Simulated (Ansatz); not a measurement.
# SnTe (F-43m): following an unstable mode, part 2 of 3

Aim: this structure of SnTe (F-43m) is to be tested for unstable modes, and one is followed downhill.

Ansatz 0.2.0; DFT PBEsol, scalar-relativistic, plane waves, PAW; PAW set soft_1.

So far, highest frequency on the path or at a solved wavevector (cm⁻¹): step 2 (the dispersion) 120. Also lowest frequency on the path (cm⁻¹): step 2 -37.4.

## Step 4: The mode frozen in, largest atomic shift 0.32 Å

The atoms are moved along the unstable eigenvector, the largest shift by 0.32 Å, with the cell fixed.

The input, input.yaml:

```yaml
crystal:
  lattice:
    - [0.0, -3.5416960247, -3.5416960247]
    - [0.0, 3.5416960247, -3.5416960247]
    - [7.0833920494, 0.0, 0.0]
  atoms:
    - { symbol: Sn, position: [0.5170271133, 0.5170271133, 0.5] }
    - { symbol: Sn, position: [-0.0170271133, -0.0170271133, 0.0] }
    - { symbol: Te, position: [0.0451760961, 0.4548239039, 0.25] }
    - { symbol: Te, position: [0.4548239039, 0.0451760961, 0.75] }
kpoints:
  mp_grid: { grid: [8, 8, 6] }
hamiltonian:
  xc: pbesol
  pseudopotentials: { kind: paw, azcp: { folder: soft_1 }, xc_functional: pbe }
scf:
  occupations: { method: methfessel_paxton, width: 0.2 }
output:
  forces: true
  stress: true
  eigenvalues: true
```

Command:

```
ansatz run input.yaml --threads 4 --pin off --max-ram 10240MiB --backend cpu --events-out ev --progress --plain --runs-dir out
```

Numbers of over 12 decimals in the logs are rounded to 6 here.

The log of the run:

```text
[...]
Crystal: 4 atoms, lattice volume = 177.703 Å³
Basis set: ecut = 420 eV, 3531 PW (Γ), exchange–correlation on 72×72×96 points (8 copies of the dense FFT grid, shifted against one another)
Bands: 36, of which v1, the nominal top of the filled ones, is band 30 counted from 1 (29 counted from 0)
Symmetry: 4 space group operations
[...]
k-points: 84 of 384 (time reversal used)
[...]
k-point 0: bands = [... 26 lower, 3.4035, 3.4923, 3.5553, 4.5397, 5.4450, 6.3631, 6.3915, 6.7187, ... 2 higher]
  k-point 1: bands = [... 26 lower, 3.2815, 3.3428, 3.7658, 4.5816, 5.4698, 6.2069, 6.5853, 6.9390, ... 2 higher]
  k-point 2: bands = [... 26 lower, 2.9874, 3.0280, 4.1995, 4.6289, 5.5462, 5.9089, 7.1145, 7.4308, ... 2 higher]
  k-point 83: bands = [... 26 lower, 1.9718, 1.9718, 5.3841, 5.3841, 6.8273, 6.8273, 7.7625, 7.7625, ... 2 higher]
[key lines of the parts left out:]
SCF converged after 10 iterations
Free energy (F): -25702.619521 eV
Fermi energy:    5.429750 eV
P = ⅓ Tr σ = -0.3075 GPa (-3.075 kbar)
```

Wall time 6.5 s (4 threads of Intel Xeon 6975P-C (Granite Rapids), shared host); peak memory 0.71 GiB; 25 s of CPU time.

This step gave:

```yaml
pressure: -0.3075 GPa
energy_from_the_undistorted_cell: -7.794 meV/atom
```

The energy, extrapolated to zero smearing, is -7.79 meV/atom against the undistorted cell.

The run ends at a pressure of -0.31 GPa, with forces up to 0.13 eV/Å.

## Step 5: Energy along the mode, all amplitudes (two of the runs are shown above)

An imaginary frequency means negative curvature, so the energy should fall and then rise again as anharmonic terms take over.

Numbers from this step:

```
depth at the lowest point sampled  : 7.794 meV/atom
largest atomic shift at that point : 0.32 Å
```

Table of energy from the parent by largest atomic shift:

```
largest atomic shift (Å)  energy from the parent (meV/atom)
                   0.000                                  0
                   0.040                              -0.26
                   0.080                              -1.00
                   0.140                              -2.79
                   0.220                              -5.54
                   0.320                              -7.79
                   0.450                              -5.80
                   0.600                               7.57
```

Displacement at unit largest shift by atom:

```
atom  x (Å)  y (Å)  z (Å)  size
 Sn1   0.00   0.00  -0.38  0.38
 Sn2   0.00   0.00   0.38  0.38
 Te3   0.00  -1.00   0.00  1.00
 Te4   0.00   1.00   0.00  1.00
```

The lowest of the steps tried is at 0.32 Å, 7.79 meV/atom below the parent; the bottom of the well need not coincide with a step.

## Step 6: Relaxing from the distorted cell

Starting from the lowest point found, all atoms and the cell are let go, so that strain and other modes of the same symmetry can join in.

Edit input.yaml of step 4 so:

```diff
@@ -21 +21,6 @@
   eigenvalues: true
+relax:
+  adjacent_minimum: "off"
+  f_tol: 0.002
+  max_steps: 120
+  cell: { stress_tol: 0.03 }
```

The log of the run:

```text
[...]
Crystal: 4 atoms, lattice volume = 177.703 Å³
Basis set: ecut = 420 eV, 3531 PW (Γ), exchange–correlation on 72×72×96 points (8 copies of the dense FFT grid, shifted against one another)
Bands: 36, of which v1, the nominal top of the filled ones, is band 30 counted from 1 (29 counted from 0)
Symmetry: 4 space group operations
[...]
k-points: 84 of 384 (time reversal used)
[...]
SCF iter   1: F=—  HF=-25702.717295 eV  |F-HF|=—  |Δ(HF+E_count)|=         —  Δρ=1.23e-2  dr2=4.63e-1  ethr=3.10e-3  ⟨swp⟩=7.2  Hψ=12551  notcnv=0
[...]
SCF iter  10: F=-25702.619521 eV  HF=-25702.619521 eV  |F-HF|=3.06e-8  |Δ(HF+E_count)|=   1.29e-7  S|Δr|=    0.00e0  Δρ=2.38e-6  dr2=2.24e-8  ethr=1.67e-10  ⟨swp⟩=5.0  Hψ=9722  notcnv=0
SCF 1 converged in 10 iterations: F = -25702.619521 eV  dr2 = 2.24e-8
[...]
relax step   1: F+E_penalty+E_count = -25702.61952147 eV  Δ(F+E_penalty+E_count) = +0.000e0 eV  max|allowed force component| = 1.250e-1 eV/Å  Δτ_max = 0.0000 Å  P = -0.308 GPa  Ω = 177.703 Å³  (10 SCF iters, dr2 threshold 1.00e-7 eV, accepted)
Crystal: 4 atoms, lattice volume = 174.037 Å³
Basis set: ecut = 420 eV, 3415 PW (Γ), exchange–correlation on 72×72×96 points (8 copies of the dense FFT grid, shifted against one another)
[...]
SCF iter   5: F=-25702.649204 eV  HF=-25702.649204 eV  |F-HF|=9.97e-10  |Δ(HF+E_count)|=   2.80e-7  S|Δr|=    0.00e0  Δρ=1.35e-5  dr2=3.49e-7  ethr=6.67e-10  ⟨swp⟩=5.9  Hψ=16980  notcnv=0
SCF 2 converged in 5 iterations: F = -25702.649204 eV  dr2 = 3.49e-7
[...]
relax step   2: F+E_penalty+E_count = -25702.64920378 eV  Δ(F+E_penalty+E_count) = -2.968e-2 eV  max|allowed force component| = 5.553e-2 eV/Å  Δτ_max = 0.0883 Å  P = -0.202 GPa  Ω = 174.037 Å³  energy of the carried Pulay correction = +3.147e-4 eV  (5 SCF iters, dr2 threshold 4.00e-7 eV, accepted)
Crystal: 4 atoms, lattice volume = 167.707 Å³
Basis set: ecut = 420 eV, 3255 PW (Γ), exchange–correlation on 72×72×96 points (8 copies of the dense FFT grid, shifted against one another)
[...]
SCF iter   7: F=-25702.724036 eV  HF=-25702.724036 eV  |F-HF|=2.87e-7  |Δ(HF+E_count)|=   1.16e-6  S|Δr|=    0.00e0  Δρ=8.17e-6  dr2=2.32e-7  ethr=6.67e-10  ⟨swp⟩=7.2  Hψ=13574  notcnv=0
SCF 3 converged in 7 iterations: F = -25702.724036 eV  dr2 = 2.32e-7
relax step   3: F+E_penalty+E_count = -25702.72403638 eV  Δ(F+E_penalty+E_count) = -7.483e-2 eV  max|allowed force component| = 1.043e-1 eV/Å  Δτ_max = 0.1329 Å  P = -0.150 GPa  Ω = 167.707 Å³  energy of the carried Pulay correction = +8.850e-4 eV  (7 SCF iters, dr2 threshold 4.00e-7 eV, accepted)
[... from here on, the SCF cycles and remarks between the steps are left out ...]
relax step   4: F+E_penalty+E_count = -25702.83010474 eV  Δ(F+E_penalty+E_count) = -1.061e-1 eV  max|allowed force component| = 9.132e-2 eV/Å  Δτ_max = 0.1167 Å  P = -0.338 GPa  Ω = 162.142 Å³  energy of the carried Pulay correction = +1.417e-3 eV  (7 SCF iters, dr2 threshold 4.00e-7 eV, accepted)
relax step   5: F+E_penalty+E_count = -25702.94655299 eV  Δ(F+E_penalty+E_count) = -1.164e-1 eV  max|allowed force component| = 2.910e-1 eV/Å  Δτ_max = 0.1033 Å  P = -0.331 GPa  Ω = 156.027 Å³  energy of the carried Pulay correction = +2.037e-3 eV  (7 SCF iters, dr2 threshold 4.00e-7 eV, accepted)
relax step   6: F+E_penalty+E_count = -25703.10670280 eV  Δ(F+E_penalty+E_count) = -1.601e-1 eV  max|allowed force component| = 2.755e-1 eV/Å  Δτ_max = 0.1279 Å  P = -0.275 GPa  Ω = 149.454 Å³  energy of the carried Pulay correction = +2.751e-3 eV  (6 SCF iters, dr2 threshold 4.00e-7 eV, accepted)
relax step   7: F+E_penalty+E_count = -25703.27286936 eV  Δ(F+E_penalty+E_count) = -1.662e-1 eV  max|allowed force component| = 3.941e-1 eV/Å  Δτ_max = 0.1594 Å  P = -0.210 GPa  Ω = 142.474 Å³  energy of the carried Pulay correction = +3.569e-3 eV  (6 SCF iters, dr2 threshold 4.00e-7 eV, accepted)
relax step   8: F+E_penalty+E_count = -25703.44330169 eV  Δ(F+E_penalty+E_count) = -1.704e-1 eV  max|allowed force component| = 3.065e-1 eV/Å  Δτ_max = 0.1949 Å  P = -0.101 GPa  Ω = 136.262 Å³  energy of the carried Pulay correction = +4.355e-3 eV  (5 SCF iters, dr2 threshold 4.00e-7 eV, accepted)
relax step   9: F+E_penalty+E_count = -25703.57288508 eV  Δ(F+E_penalty+E_count) = -1.296e-1 eV  max|allowed force component| = 4.364e-1 eV/Å  Δτ_max = 0.1952 Å  P = +0.433 GPa  Ω = 130.609 Å³  energy of the carried Pulay correction = +5.125e-3 eV  (6 SCF iters, dr2 threshold 4.00e-7 eV, accepted)
relax step  10: F+E_penalty+E_count = -25703.67974014 eV  Δ(F+E_penalty+E_count) = -1.069e-1 eV  max|allowed force component| = 1.998e-1 eV/Å  Δτ_max = 0.1930 Å  P = -0.593 GPa  Ω = 131.196 Å³  energy of the carried Pulay correction = +5.042e-3 eV  (5 SCF iters, dr2 threshold 4.00e-7 eV, accepted)
relax step  11: F+E_penalty+E_count = -25703.73843106 eV  Δ(F+E_penalty+E_count) = -5.869e-2 eV  max|allowed force component| = 1.565e-1 eV/Å  Δτ_max = 0.1942 Å  P = +1.751 GPa  Ω = 122.358 Å³  energy of the carried Pulay correction = +6.352e-3 eV  (7 SCF iters, dr2 threshold 4.00e-7 eV, accepted)
relax step  12: F+E_penalty+E_count = -25703.78336136 eV  Δ(F+E_penalty+E_count) = -4.493e-2 eV  max|allowed force component| = 2.198e-2 eV/Å  Δτ_max = 0.1196 Å  P = -0.185 GPa  Ω = 126.695 Å³  energy of the carried Pulay correction = +5.691e-3 eV  (5 SCF iters, dr2 threshold 4.00e-7 eV, accepted)
relax step  13: F+E_penalty+E_count = -25703.78476568 eV  Δ(F+E_penalty+E_count) = -1.404e-3 eV  max|allowed force component| = 3.653e-3 eV/Å  Δτ_max = 0.0209 Å  P = +0.023 GPa  Ω = 126.281 Å³  energy of the carried Pulay correction = +5.752e-3 eV  (4 SCF iters, dr2 threshold 3.83e-7 eV, accepted)
relax step  14: F+E_penalty+E_count = -25703.78478911 eV  Δ(F+E_penalty+E_count) = -2.342e-5 eV  max|allowed force component| = 6.419e-4 eV/Å  Δτ_max = 0.0034 Å  P = +0.001 GPa  Ω = 126.377 Å³  energy of the carried Pulay correction = +5.738e-3 eV  (5 SCF iters, dr2 threshold 4.76e-9 eV, accepted)
Basis set: ecut = 420 eV, 2457 PW (Γ), exchange–correlation on 60×60×108 points (8 copies of the dense FFT grid, shifted against one another)
[...]
SCF iter   5: F=-25703.784195 eV  HF=-25703.784195 eV  |F-HF|=3.64e-12  |Δ(HF+E_count)|=  3.64e-11  S|Δr|=    0.00e0  Δρ=1.03e-7  dr2=6.67e-12  ethr=1.00e-12  ⟨swp⟩=6.6  Hψ=18065  notcnv=0
SCF 15 converged in 5 iterations: F = -25703.784195 eV  dr2 = 6.67e-12
relax step  15: F+E_penalty+E_count = -25703.78419457 eV  Δ(F+E_penalty+E_count) = +5.945e-4 eV  max|allowed force component| = 6.414e-4 eV/Å  Δτ_max = 0.0000 Å  P = -0.012 GPa  Ω = 126.377 Å³  stress off target by 1.96e-2 GPa  SCF on the basis re-selected at this cell (its energy is not comparable with the rows above)  (5 SCF iters)
basis re-selected at this cell: Δ(F+E_penalty+E_count) = +5.945e-4 eV, ΔP = -0.013 GPa vs the last step (what re-selecting the basis moved, of the pressure what is left beyond the Pulay correction that the steps carried, after the strain that the cell walked since its last selection, with what the two solves' SCF thresholds leave and, on support functions, any second-order correction that the steps lacked; it is no measure of the basis error at this ecutwfc). The dense FFT grid was sized anew with the basis: this SCF ran on 30×30×54 points, the steps before it on 36×36×48, so part of this shift can come from that change (see relax.cell in the input reference). [rest of the remark cut]
SCF converged after 5 iterations
[...]
Free energy (F): -25703.784195 eV
[...]
Internal energy: -25703.784979 eV  (E = F + TS)
E sigma→0 (E₀):  -25703.784391 eV
Entropy (-TS):   0.000785 eV (0.196 meV/atom)
Fermi energy:    9.365568 eV
[...]
--- Forces (eV/Å), atoms counted from 1 ---
  atom   1  Sn     0.00000000     0.00000000    -0.00064140
  atom   2  Sn     0.00000000     0.00000000     0.00064140
  atom   3  Te     0.00000000    -0.00012265     0.00000000
  atom   4  Te    -0.00000000     0.00012265     0.00000000
  max |Σ_I F_I| component: 0.00e0 eV/Å
--- Stress (GPa, compression-positive) ---
       -0.009276       0.000000       0.000000
        0.000000      -0.006166       0.000000
        0.000000       0.000000      -0.019559
  P = ⅓ Tr σ = -0.0117 GPa (-0.117 kbar)
--- Band table (eV; the first three rows and the last of 84) ---
  k-point 0: bands = [... 26 lower, 7.5184, 7.9789, 7.9813, 9.4319, 10.3907, 11.1209, 11.1245, 11.5721, ... 2 higher]
  k-point 1: bands = [... 26 lower, 7.5489, 7.9482, 7.9507, 9.1785, 10.6519, 11.1164, 11.1198, 11.5056, ... 2 higher]
  k-point 2: bands = [... 26 lower, 7.6332, 7.8633, 7.8662, 8.7041, 11.1328, 11.1355, 11.1479, 11.3561, ... 2 higher]
  k-point 83: bands = [... 26 lower, 6.3762, 6.3762, 6.6361, 6.6361, 10.8937, 10.8937, 11.9021, 11.9021, ... 2 higher]
--- Relaxed structure (14 steps of the walk, 14 accepted, 1 SCFs on fresh bases) ---
  F+E_penalty+E_count = -25703.78419457 eV   max|allowed force component| = 6.414e-4 eV/Å   (the final SCF, on the basis selected at the relaxed cell)
  cell:  # Å, volume = 126.3767 Å³
    - [0.0, -3.749215, -2.165710]
    - [0.0, 3.749215, -2.165710]
    - [7.782088, 0.0, 0.0]
  atoms:
    - { symbol: Sn, position: [0.749900, 0.749900, 0.5] }
    - { symbol: Sn, position: [-0.249900, -0.249900, 0] }
    - { symbol: Te, position: [0.083406, 0.416594, 0.25] }
    - { symbol: Te, position: [0.416594, 0.083406, 0.75] }
```

The job ended after 93 s (4 threads; peak memory 0.78 GiB; 6 min of CPU time).

The steps of the relaxation:

```
step  energy less that of the first step (eV)  largest force component (eV/Å)  pressure (GPa)  volume (Å³)
   1                                   0.0000                          0.1250           -0.31       177.70
   2                                  -0.0297                          0.0555           -0.20       174.04
   3                                  -0.1045                          0.1043           -0.15       167.71
   4                                  -0.2106                          0.0913           -0.34       162.14
   5                                  -0.3270                          0.2910           -0.33       156.03
   6                                  -0.4872                          0.2755           -0.28       149.45
   7                                  -0.6533                          0.3941           -0.21       142.47
   8                                  -0.8238                          0.3065           -0.10       136.26
   9                                  -0.9534                          0.4364            0.43       130.61
  10                                  -1.0602                          0.1998           -0.59       131.20
  11                                  -1.1189                          0.1565            1.75       122.36
  12                                  -1.1638                          0.0220           -0.19       126.69
  13                                  -1.1652                          0.0037            0.02       126.28
  14                                  -1.1653                          0.0006            0.00       126.38
 15*                                  -1.1647                          0.0006           -0.01       126.38
```

Relaxation steps marked * repeat the geometry before them on a plane-wave basis chosen anew for their cell, so energy and pressure can jump there.

The run keeps the 4 symmetry operations that it works with, so distortions that break them were not tested.

```
     cell as run  before   after   change
           a (Å)   5.009   4.330  -13.6 %
           b (Å)   5.009   4.330  -13.6 %
           c (Å)   7.083   7.782   +9.9 %
           γ (°)   90.00  119.97  +33.3 %
volume (Å³/atom)   44.43   31.59  -28.9 %
```

The atoms that moved most (Å, as changes of fractional coordinates times the final cell):

```
atom     dx      dy      dz  length
 Sn2  0.000   0.000   1.009   1.009
 Sn1  0.000   0.000  -1.009   1.009
 Te3  0.000  -0.287   0.000   0.287
 Te4  0.000   0.287   0.000   0.287
```

Final coordinates:

```cif
data_structure
_symmetry_space_group_name_H-M 'P 1'
_symmetry_Int_Tables_number 1
_cell_length_a 4.3298
_cell_length_b 4.3298
_cell_length_c 7.7821
_cell_angle_alpha 90.000
_cell_angle_beta 90.000
_cell_angle_gamma 119.975
_cell_volume 126.38
loop_
_atom_site_label
_atom_site_type_symbol
_atom_site_fract_x
_atom_site_fract_y
_atom_site_fract_z
_atom_site_occupancy
Sn1 Sn 0.74990 0.74990 0.50000 1
Sn2 Sn 0.75010 0.75010 0.00000 1
Te3 Te 0.08341 0.41659 0.25000 1
Te4 Te 0.41659 0.08341 0.75000 1
```

This step gave:

* pressure: -0.01167 GPa
* volume per atom: 31.59 Å³

The distorted start has space group C222_1; the relaxation ends in P6_3/mmc.

## Step 7: The new phase in its own primitive cell

The relaxed structure is symmetrised, reduced to its primitive cell and relaxed tightly, as its phonons need.

input.yaml, the sections that differ from step 6:

```yaml
crystal:
  lattice:
    - [4.32977095, 0.0, 0.0]
    - [-2.164885475, 3.7496916353, 0.0]
    - [0.0, 0.0, 7.7820881499]
  atoms:
    - { symbol: Sn, position: [0.0, 0.0, 0.5] }
    - { symbol: Sn, position: [0.0, 0.0, 0.0] }
    - { symbol: Te, position: [0.3333333333, 0.6666666667, 0.25] }
    - { symbol: Te, position: [0.6666666667, 0.3333333333, 0.75] }
kpoints:
  mp_grid: { grid: [12, 12, 6] }
relax:
  adjacent_minimum: "off"
  f_tol: 0.001
  max_steps: 60
  cell: { stress_tol: 0.01 }
# hamiltonian, scf, output: as in step 6
```

The log of the run:

```text
[...]
Crystal: 4 atoms, lattice volume = 126.345 Å³
Basis set: ecut = 420 eV, 2457 PW (Γ), exchange–correlation on 60×60×108 points (8 copies of the dense FFT grid, shifted against one another)
Bands: 36, of which v1, the nominal top of the filled ones, is band 30 counted from 1 (29 counted from 0)
Symmetry: 24 space group operations
[...]
k-points: 76 of 864
[...]
--- Relaxed structure (4 steps of the walk, 4 accepted, 1 SCFs on fresh bases) ---
[...]
cell:  # Å, volume = 125.8204 Å³
    - [4.304109, 0.0, 0]
    - [-2.152054, 3.727467, 1.273039929201859e-19]
    - [0, 2.64205964409687e-19, 7.842491]
  atoms:
    - { symbol: Sn, position: [0, 0, 0.500000] }
    - { symbol: Sn, position: [0, 0, 0] }
    - { symbol: Te, position: [0.333333, 0.666667, 0.250000] }
    - { symbol: Te, position: [0.666667, 0.333333, 0.75] }
[key lines of the parts left out:]
SCF converged after 6 iterations
Free energy (F): -25703.782403 eV
Fermi energy:    9.458095 eV
P = ⅓ Tr σ = 0.0046 GPa (0.046 kbar)
```

Elapsed: 13 s, on 4 threads; peak memory 0.64 GiB.

Step by step:

```
step  energy less that of the first step (eV)  largest force component (eV/Å)  pressure (GPa)  volume (Å³)
   1                                   0.0000                          0.0000           -0.03       126.34
   2                                  -0.0008                          0.0000           -0.01       126.10
   3                                  -0.0011                          0.0000            0.00       125.83
   4                                  -0.0011                          0.0000            0.00       125.82
  5*                                  -0.0011                          0.0000            0.00       125.82
```

Relaxation steps marked * repeat the geometry before them on a plane-wave basis chosen anew for their cell, so energy and pressure can jump there.

The run keeps the 24 symmetry operations that it works with, so distortions that break them were not tested.

```
conventional cell, symmetrised  before  after  change
                         a (Å)   4.330  4.304  -0.6 %
                         b (Å)   4.330  4.304  -0.6 %
                         c (Å)   7.782  7.842  +0.8 %
              volume (Å³/atom)   31.59  31.46  -0.4 %
```

Numbers from this step:

```yaml
pressure: 0.004616 GPa
volume_per_atom: 31.46 Å³
```

The forces vanish by symmetry and the pressure is 0.005 GPa, within the tolerances set. The cell now holds 31.46 Å³/atom.

(Part 2 of 3 ends here.)

[Logs are printed without paths, hosts, clocks, repeated set-up lines and the standing remarks that a program may print on its own settings, such as how far it seeks lower states.]

[Hosts, paths, dates, database ids (printed as entryN), source tags and the programs' standing remarks are cut or masked in the printed files.]
